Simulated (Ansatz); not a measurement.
## SnO₂ (Pnnm), zone-centre modes

Computed with DFT LDA, scalar-relativistic, plane waves, PAW (Ansatz 0.2.0). Settings: plane waves to 420 eV, k-mesh 6×6×8 (Γ-centred), Gaussian smearing 0.05 eV. No spin polarisation.

The starting cell (relaxed at this level):

```
Sn O
1.0
     4.72127    0.00000    0.00000
     0.00000    4.72425    0.00000
     0.00000    0.00000    3.19002
Sn O
2 4
Cartesian
  2.3606 2.3621 1.5950
  0.0000 0.0000 0.0000
  1.4427 1.4483 0.0000
  3.8033 0.9138 1.5950
  0.9180 3.8104 1.5950
  3.2786 3.2759 0.0000
```

Harmonic modes by finite displacements of 0.02 Å, without the LO–TO term.

Question: At this geometry, is the structure stable against these modes?

Answer: Yes: no mode is imaginary beyond 10 cm⁻¹, and only the three translations lie near zero.

Question: List the wavenumbers in cm⁻¹.

Answer: 0, 0, 0, 103, 146, 223, 224, 280, 281, 348, 461, 467, 467, 559, 597, 597, 627, 755.